Hold every atom of a lanthanum oxide crystal in place and change only the approximation for exchange and correlation, the quantum part of the repulsion between electrons. Naively, the band gap should hardly move: the atoms, the distances and the number of electrons are all the same. If it does move, the first suspect is the cell, which suits some approximations better than others and is under strain for the rest.

Three sizes are worth remembering. Among LDA, PBE and PBEsol the gap moves by about 0.1 eV. The step from PBE to SCAN or r2SCAN is worth about 0.4 eV. What then still separates the calculation from experiment is more than 1 eV.

VASP 6.6.1, plane-wave Kohn–Sham DFT with PAW potentials, for La2O3 (space group P-3m1, 5-atom cell) at the same fixed geometry in every row. The calculations use an 8 × 8 × 5 k mesh, a 520 eV plane-wave cutoff and Gaussian smearing of 0.05 eV, without spin polarisation, spin–orbit coupling or a dispersion correction.

```
functional                            potentials  gap on mesh (eV)  direct gap on mesh (eV)
       LDA  VASP-PAW-LDA-potentials,-recommended             3.763                    3.912
       PBE  VASP-PAW-PBE-potentials,-recommended             3.889                    4.068
    PBEsol  VASP-PAW-PBE-potentials,-recommended             3.826                    3.976
    r2SCAN  VASP-PAW-PBE-potentials,-recommended             4.322                    4.464
      SCAN  VASP-PAW-PBE-potentials,-recommended             4.307                    4.458
```

The gap on mesh is the energy from the highest filled level to the lowest empty one, searched over all the electron wave vectors that were calculated. The direct gap on mesh is the smallest such distance at a single wave vector. For the same electron density, a finer mesh that keeps these points could only lower either number or leave it as it is. Both columns put the five functionals in the same order, so the question is the same for either: why does most of the spread come in one step?

**The first three rows: LDA, PBE, PBEsol**

LDA takes the exchange and correlation energy at each point from the electron density at that point alone. PBE and PBEsol also look at how steeply the density changes, and PBEsol uses the weaker correction for exchange. The gaps follow that strength: 3.76 eV without a gradient correction, 3.83 eV with the weaker one and 3.89 eV with the stronger one.

The suspicion about the cell seems to be borne out here. In this fixed cell LDA gives a pressure of −7.3 GPa, PBEsol −4.2 GPa and PBE +0.5 GPa, where a negative sign means that the crystal would like to shrink. The more a functional finds the cell stretched, the smaller its gap. A straight line of gap against pressure, drawn through LDA and PBE, meets the PBEsol gap to about 0.01 eV.

The second explanation, the strength of the gradient correction, does equally well. For a slowly varying density the exchange energy is enhanced by a factor 1 + μs², where s measures the relative steepness of the density and μ is a constant of the functional. In rough figures μ is zero for LDA, 0.12 for PBEsol and 0.22 for PBE. If the gap shifts in proportion to μ, the line again runs through LDA and PBE, and PBEsol is the row that tests it:

gap(PBEsol) ≈ 3.763 eV + 0.126 eV × 0.12/0.22 ≈ 3.83 eV

Here 0.126 eV is the step from LDA to PBE. The calculated PBEsol gap is 3.826 eV, so this estimate is good to better than 0.01 eV. It is a crude model all the same, because it ignores the changes in correlation and the regions where s is large, in which the enhancement in PBE and PBEsol levels off instead of growing with s². The LDA row also uses its own set of atomic datasets, so part of the step from LDA may come from there.

So two different causes explain three rows about equally well. The test is a weak one: the PBEsol gap lies midway between the other two, so a line in any quantity that runs in the same order must meet it to within about 0.06 eV. Only a row in which pressure and gap part company can tell more.

**The fourth row: r2SCAN**

The r2SCAN row is such a case. Its pressure, −0.9 GPa, lies between those of PBEsol and PBE. If strain set the gap, whether along a straight line or along any steadily rising curve, the r2SCAN gap would have to lie between 3.83 and 3.89 eV. It is 4.32 eV.

The failure exposes a flaw that was there from the start. All rows share one geometry, and a pressure is the crystal's response to that geometry under a given functional. It does not act back on the levels while the atoms are held still. Pressure and gap are two results of the same choice of functional, and in the first three rows they happen to run side by side. Strain would become a real cause if each functional were allowed to relax the cell to its own preferred size, and the gaps would then change by an amount that these calculations do not give.

The gradient explanation is more reasonable as physics, but it fails by as much. For slowly varying densities r2SCAN is built to have about the same μ as PBEsol, so the line puts its gap at 3.83 eV, about 0.5 eV too low. To reach the calculated gap along this line, the gradient correction would have to be more than four times as strong as that of PBE. The gap of r2SCAN is therefore not simply the next point on the path from LDA to PBE.

The band edges add a hint. They can be compared between functionals, at least roughly, because they are counted from the average electrostatic potential of the cell. From PBEsol to PBE both edges rise, the filled one by 0.16 eV and the empty one by 0.22 eV, and the gap gains only the small difference. From PBE to r2SCAN the edges move apart: the filled one sinks by 0.26 eV and the empty one rises by 0.18 eV, so that both shifts widen the gap. The picture depends on the starting point, though: counted from LDA, which has its own datasets, both edges of r2SCAN lie higher, the filled one only slightly.

**Why filled and empty levels can part**

In LDA, PBE and PBEsol the exchange and correlation effects enter as an ordinary potential, a landscape of hills and valleys that is the same for every electron. If the landscape is lifted, filled and empty levels are lifted together. To a first approximation, the gap changes only in so far as the two kinds of level live in different places. In La2O3, by ordinary chemical reasoning, the filled levels at the edge belong mainly to oxygen and the empty ones mainly to lanthanum, so some difference survives, but much of the shift is common to both. Lanthanum offers two kinds of empty level, the spread-out 5d and the compact 4f. These outputs do not say which of them forms the edge, or whether the mixture is the same in every row.

SCAN and r2SCAN use one more ingredient, the kinetic-energy density τ. It is built from the slopes of the filled orbitals, τ = ½ Σ|∇ψ|², and together with the density and its steepness it tells the functional whether a region looks like a single bond or lone pair, like a metal, or like the thin overlap between closed shells. Because the energy now depends on the slopes of the orbitals, the equation for each orbital gains a term that also depends on its slope. For an orbital ψ this term contributes

½ ∫ v |∇ψ|² dr

to the energy of the level, where v is the rate at which the exchange and correlation energy density changes with τ.

Two orbitals that occupy the same region can now be shifted by different amounts, because one varies more steeply than the other. The term works like a change of the electron's mass from place to place. The ordinary potential changes as well and makes up for part of the effect. That balance is struck for the filled orbitals, from which both the density and τ are built; an empty orbital of another shape need not share in it. This allows the edges to shift differently, but it does not by itself say in which direction; a wider gap is what functionals of this kind commonly give in insulators. A compact, steep orbital such as the empty 4f of lanthanum would be expected to feel the term most, so part of the jump here may come from 4f character at the empty edge.

There is a more formal way to see the same point. The true gap is the cost of removing one electron from the crystal and adding one elsewhere. A single potential shared by all electrons leaves out part of this cost, even if the potential is exact, because it jumps by a constant when an electron is added. An equation that treats orbitals differently can carry some of that jump in its levels.

**What the numbers leave open**

A doubt remains: r2SCAN might widen the gap by moving charge between lanthanum and oxygen. The electrostatic potentials of PBE and r2SCAN, averaged over planes across the long axis of the cell, differ by no more than about 0.1 eV anywhere along that axis. The direction tells more than the size: r2SCAN lowers the potential for electrons at the lanthanum planes and raises it slightly at the oxygen planes. With the empty levels mainly on lanthanum and the filled ones mainly on oxygen, such a shift would be expected to narrow the gap, not to widen it. The average over planes hides changes within a plane, however, so it is circumstantial evidence and not a proof.

Two further calculations, together with a look at the 5d and 4f make-up of the empty edge in each row, would go far towards settling the matter. The first would apply r2SCAN to the density and the τ of PBE, both kept frozen; if the gap stayed near 4.3 eV or came out above it, the change in density would be cleared as the cause of the opening. The second would force r2SCAN to work through one potential common to all orbitals; if the gap then fell back towards that of PBE, the slope-dependent term would be confirmed as the cause. Without them, the numbers reject strain and the simple line in μ, while the case for the slope-dependent term rests on theory. The parting of the edges fits that case but does not prove it, because a common potential that acts differently on oxygen and lanthanum could part them too.

**The last row: SCAN**

SCAN is the parent of r2SCAN, which is a numerically smoother version built on the same ingredients. Its gap is 4.31 eV, and its edges part in the same way. The difference of 0.015 eV between the two is too small to deserve an explanation. What matters is that both functionals that use τ stand well above all three that do not.

A change of atomic datasets is not behind the jump, since PBE, PBEsol, r2SCAN and SCAN all use the same set. That set was made for PBE, though, so in the PBEsol, r2SCAN and SCAN rows the inner electrons are described by a different functional from the outer ones. How much this alters their gaps, and with them the jump, has not been tested.

**All rows against experiment**

The measured gap is roughly 5.5 eV, a recalled figure. LDA falls short of it by about 1.7 eV and r2SCAN by about 1.2 eV, so even the whole way from LDA to r2SCAN closes only about a third of the LDA error, and the step that dominates the table about a quarter. Spin-orbit coupling and the motion of the atoms are missing from the calculation, but both usually narrow a gap, so they are unlikely to explain the shortfall. Most of it is expected to be the familiar underestimate by functionals that use only local information, and τ is still local information. In lanthanum compounds such functionals are also known to place the empty 4f levels too low, which can pull the empty edge down further.

For someone who compares oxides by their calculated gaps, the practical lesson lies in the size of the jump. A difference of 0.4 eV between two entries in a database may reflect two materials, or one material treated with and without τ. For another closed-shell ionic oxide, a sensible first guess is a modest change among LDA, PBEsol and PBE and a clearly larger opening with SCAN or r2SCAN. The direction of that guess rests on the formal argument and on common experience with these functionals; the size of the step has been calculated here for La2O3 alone, and an oxide without empty f levels need not share it.
